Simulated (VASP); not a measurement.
Crystal: InPd.

```xyz
2
Lattice="3.2719 0.0000 0.0000 0.0000 3.2719 0.0000 0.0000 0.0000 3.2719" Properties=species:S:1:pos:R:3 pbc="T T T"
In    0.0101    0.0054    0.0198
Pd    1.6259    1.6305    1.6161
```

The cell comes from a database or a generator and needn't be the stable form of this composition.

The cell isn't the ideal one: all atoms moved at random, sigma 0.05 Å a component.

- Program: VASP 6.6.1
- Task: relaxation of cell and atoms
- Functional: revTPSS
- Potentials or basis: VASP PAW PBE potentials, release 64 (In_d, Pd)
- Cutoff: 600 eV
- k mesh: 6 × 6 × 6
- Occupations: methfessel-paxton, width 0.1 eV
- Spin: no spin polarisation

At the start: pressure -2.6 GPa; volume 17.51 Å³/atom.

Question: Where does the relaxation end?

Answer: Over 6 steps the energy falls by 5.3 meV/atom and the volume is 17.16 Å³/atom (-2.0 %); space group Pm-3m (No. 221, to 0.05 Å).

Step by step:
| step | energy change (eV) | largest force (eV/Å) | pressure (GPa) | volume (Å³) |
| --- | --- | --- | --- | --- |
| 1 | 0.0000 | 0.2031 | -2.59 | 35.03 |
| 2 | -0.0014 | 0.1408 | 3.34 | 33.61 |
| 3 | -0.0074 | 0.1748 | 0.39 | 34.27 |
| 4 | -0.0098 | 0.0880 | 0.23 | 34.29 |
| 5 | -0.0105 | 0.0107 | 0.08 | 34.32 |
| 6 | -0.0105 | 0.0039 | 0.00 | 34.32 |

Final structure:
```cif
data_structure
_symmetry_space_group_name_H-M 'P 1'
_symmetry_Int_Tables_number 1
_cell_length_a 3.2500
_cell_length_b 3.2503
_cell_length_c 3.2490
_cell_angle_alpha 89.953
_cell_angle_beta 89.913
_cell_angle_gamma 89.977
_cell_volume 34.32
loop_
_atom_site_label
_atom_site_type_symbol
_atom_site_fract_x
_atom_site_fract_y
_atom_site_fract_z
_atom_site_occupancy
In1 In 0.99998 0.99999 0.99996 1
Pd1 Pd 0.50002 0.50001 0.50004 1
```

Caveat: the PAW data sets were made with another functional, which shifts forces and pressure a little.
